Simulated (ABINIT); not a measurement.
A run of ABINIT 10.8.3 (patched build) is set up as follows.

Contents of run.abi:

```
# Datasets: ground state, then fixed potential
ndtset 2

# Pseudopotentials
pp_dirpath "./"
pseudos "W.GGA_PBE-JTH.xml, C.GGA_PBE-JTH.xml"

# Structure
acell 3*1.0 Angstrom
rprim
     2.9065000000     0.0000000000     0.0000000000
    -1.4532500000     2.5171028361     0.0000000000
     0.0000000000     0.0000000000     2.8366000000
ntypat 2
znucl 74 6
natom 2
typat 1 2
xcart
     0.0000000000     0.0000000000     0.0000000000
     2.7462444909     1.5855449958     2.6801985626

# Plane-wave basis
ecut 19.0
pawecutdg 38.0

# Exchange and correlation
ixc 27

# Bands and occupations
occopt 3
tsmear 0.05 eV

# SCF cycle
nstep 100

# Output
iomode 3
prtwf 0
prteig 0
prtebands 0
prtden1 1

# Dataset 1
kptopt1 1
ngkpt1 10 10 9
nshiftk1 1
shiftk1 0.0 0.0 0.0
nband1 13
tolvrs1 1.0e-9

# Dataset 2: bands along G-M-K-G-A-L-H-A
iscf2 -2
getden2 1
nband2 19
nbdbuf2 4
tolwfr2 1.0e-11
kptopt2 -7
ndivsm2 8
prteig2 1
kptbounds2
     0.0000000000     0.0000000000     0.0000000000
     0.5000000000     0.0000000000     0.0000000000
     0.3333333333     0.3333333333     0.0000000000
     0.0000000000     0.0000000000     0.0000000000
     0.0000000000     0.0000000000     0.5000000000
     0.5000000000     0.0000000000     0.5000000000
     0.3333333333     0.3333333333     0.5000000000
     0.0000000000     0.0000000000     0.5000000000
```

Potentials or basis: JTH PAW PBE v2.0.

Launch:

```bash
$ abinit run.abi > log 2>&1
```

Problem. What does it give for the pressure?

Solution. -8.8 GPa.

Problem. What does it give for the band gap on the k mesh?

Solution. None (metal or under the smearing width).

Levels at the corners of the path, in eV from the Fermi level:
```csv
point,band 7,band 8,band 9,band 10,band 11,band 12
Γ,-3.29,-3.29,0.17,3.15,3.15,5.65
M,-3.56,-3.56,-0.44,2.28,4.47,4.84
K,-4.52,-3.39,0.59,1.00,2.06,3.14
Γ,-3.29,-3.29,0.17,3.15,3.15,5.65
A,-2.00,-2.00,-0.58,-0.58,3.67,4.57
L,-4.28,-4.18,0.23,4.35,5.21,6.57
H,-5.46,-1.66,-0.66,4.35,6.26,7.53
A,-2.00,-2.00,-0.58,-0.58,3.67,4.57
```

Caveat: the PAW data sets were made with another functional, which shifts forces and pressure a little; spin-orbit coupling is left out, which moves the levels of the heavy elements.
